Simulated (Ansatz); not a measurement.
# Levels at Γ against strain in ZnSe

```
CELL_PARAMETERS angstrom
0.00000 2.83380 2.83380
2.83380 0.00000 2.83380
2.83380 2.83380 0.00000
ATOMIC_POSITIONS crystal
Zn 0.00000 0.00000 0.00000
Se 0.75000 0.75000 0.75000
```

Atoms are numbered in the order listed.

The cell comes from COD entry 9008857, which wasn't checked; take it as a given geometry.

Method: DFT, LDA, all-electron LAPW, scalar-relativistic in Ansatz 0.2.0.

The runs use a Γ-centred 8×8×8 k mesh, Fermi–Dirac smearing of 0.03 eV, basis error target 1 meV/atom, no spin polarisation.

The strain is applied along the Cartesian axes of the cell as listed (the other components stay zero). Fractional coordinates are held (clamped ions).

Only quantities that a quadratic follows smoothly over the whole series are listed; rougher ones are left out.

```tsv
εzz	direct gap at Γ, from the mean of the top three filled levels (eV)	singlet less doublet of the top filled triplet at Γ (eV)
-0.0300	1.152	0.109
-0.0200	1.112	0.073
-0.0100	1.072	0.037
0.0000	1.032	0.000
0.0200	0.952	-0.075
0.0300	0.912	-0.113
```

**Question.** Fit the series and give the slopes at zero strain.

**Answer.** Least-squares fits y = p0 + p1 x + p2 x² to the rows give direct gap at Γ, from the mean of the top three filled levels (eV): p1 = -4, p2 = -1.1e-12; singlet less doublet of the top filled triplet at Γ (eV): p1 = -3.7, p2 = -2.3. Without spin–orbit coupling the singlet lies 3b(εzz − εxx) above the doublet in the usual convention, so the shear deformation potential is b = -1.23 eV.

**Question.** One run, at εzz = 0.0100, is withheld. Predict its row.

**Answer.** The fits give 0.992, -0.037; the run gave 0.992, -0.037.
